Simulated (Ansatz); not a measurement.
# CuAu: the cost of one run

Program: Ansatz 0.2.0. Level of theory: DFT, PBE, PAW with Ansatz's default frozen-core files, scalar-relativistic. These are calculated values, not measurements.

1 further run of the same task is left out (it didn't finish).

## (1) Starting point

Symmetry: R-3m, No. 166, trigonal system. Conventional cell: a = 2.886 Å, b = 2.886 Å, c = 12.769 Å, α = 90.00°, β = 90.00°, γ = 120.00°. Around Cu (site symmetry -3m) lie 6 Au at 2.70 Å and 6 Cu at 2.89 Å. Around Au (site symmetry -3m) lie 6 Cu at 2.70 Å and 6 Au at 2.89 Å.

As a file:

```
Cu Au
1.0
     1.44306    0.83315    4.25617
    -1.44306    0.83315    4.25617
     0.00000   -1.66630    4.25617
Cu Au
1 1
Direct
  0.50000 0.50000 0.50000
  0.00000 0.00000 0.00000
```

Atoms are numbered in the order of the input: Cu1, Au2.

## (2) Free moments from the typed start, PAW

Contents of input.yaml:

```yaml
crystal:
  lattice:
    - [1.4430568479, 0.8331492596, 4.2561707609]
    - [-1.4430568479, 0.8331492596, 4.2561707609]
    - [0.0, -1.6662985192, 4.2561707609]
  atoms:
    - { symbol: Cu, position: [0.5, 0.5, 0.5], spin: 0.7 }
    - { symbol: Au, position: [0.0, 0.0, 0.0] }
magnetization:
  spin_polarized: true
kpoints:
  mp_grid: { grid: [16, 16, 16] }
scf:
  occupations: { method: fermi_dirac, width: 0.1 }
  lower_state_search: "off"
hamiltonian:
  xc: pbe
  pseudopotentials: { kind: paw }
output:
  forces: true
  stress: true
  eigenvalues: true
  populations: true
  dos: { projected: true, de: 0.1, e_range: [-8, 5] }
  write_density: true
  write_potential: true
  elf: true
  volumetric_format: npy
```

Started as:

```sh
> ansatz run input.yaml --threads 1 --pin off --max-ram 3072MiB --backend cpu --events-out ev --progress --plain --runs-dir out
```

Q: Estimate wall time and peak memory on 1 thread of Arm Neoverse V1, shared host.

About 61 s, with a peak of 0.64 GiB.
